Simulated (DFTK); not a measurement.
The system is Ge.

```xyz
4
Lattice="3.9976 0.0000 0.0000 -1.9988 3.4620 0.0000 0.0000 0.0000 6.5994" Properties=species:S:1:pos:R:3 pbc="T T T"
Ge    0.0000    2.3080    6.1843
Ge    1.9988    1.1540    2.8846
Ge    0.0000    2.3080    3.7148
Ge    1.9988    1.1540    0.4151
```

This isn't the form of Ge at room conditions, which is diamond.

Base run:

| Property | Result |
| --- | --- |
| Program | DFTK 0.8.2 |
| Functional | PBEsol |
| Potentials or basis | dojo.nc.sr.pbesol.v0_4_1.standard.upf (PBEsol) |
| Cutoff | 1061 eV |
| k mesh | 8 × 8 × 4 |
| Occupations | fermi-dirac, width 0.05 eV |
| Spin | no spin polarisation |

Its results: band gap on the k mesh 0.11 eV, indirect (least direct gap 0.17 eV); pressure 0.0 GPa; largest force 0.005 eV/Å.

Question: The run is repeated on the same cell with these changes: functional from PBEsol to PBE; potentials or basis from dojo.nc.sr.pbesol.v0_4_1.standard.upf (PBEsol) to dojo.nc.sr.pbe.v0_4_1.standard.upf (PBE). What comes out?

Answer: Band gap on the k mesh 0.13 eV, direct; pressure 3.0 GPa; largest force 0.015 eV/Å.

A k mesh can miss the band edges.
